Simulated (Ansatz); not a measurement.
**Structures of Hf2S: which is lowest?**

Plane-wave DFT in Ansatz with scalar-relativistic PAW potentials, cutoff 500 eV, Γ-centred meshes chosen by cell and gap, Gaussian smearing with energies taken to zero width. Every cell was relaxed (cell and atoms) in a run of its own, within the symmetry of its start. Functional: r2SCAN.

Relaxed structures (starts from databases or built by putting these elements on another compound's sites):
A. P4/nmm, 6 atoms in the computed cell, a = 3.824 Å, c = 7.255 Å; sites (symmetry × multiplicity) Hf -4m2 × 2 + 4mm × 2, S 4mm × 2; start: built
B. P6_3/mmc, 6 atoms in the computed cell, a = 3.381 Å, c = 11.741 Å; sites (symmetry × multiplicity) Hf 3m. × 4, S -6m2 × 2; start: database

Task: Rank them by energy. Could pressure change the order?

Result:
| structure | group | E − E(lowest) (meV/atom) | V (Å³/atom) | gap on mesh (eV) |
| --- | --- | --- | --- | --- |
| B | P6_3/mmc | 0.0 | 19.38 | 0.00 |
| A | P4/nmm | 511 | 17.68 | 0.00 |

B is lowest, 511 meV/atom under A. A is denser by 1.70 Å³/atom, so pressure favours it: ΔE/ΔV, with ΔE in eV and 1 eV/Å³ = 160.2 GPa, gives about 48 GPa for equal enthalpy if both cells were rigid; at such pressures compression changes ΔV much, so this is a scale only. Other structures may lie lower than all of these, and vibrations aren't counted.

Spin-orbit coupling is left out, which matters for the bands of heavy elements.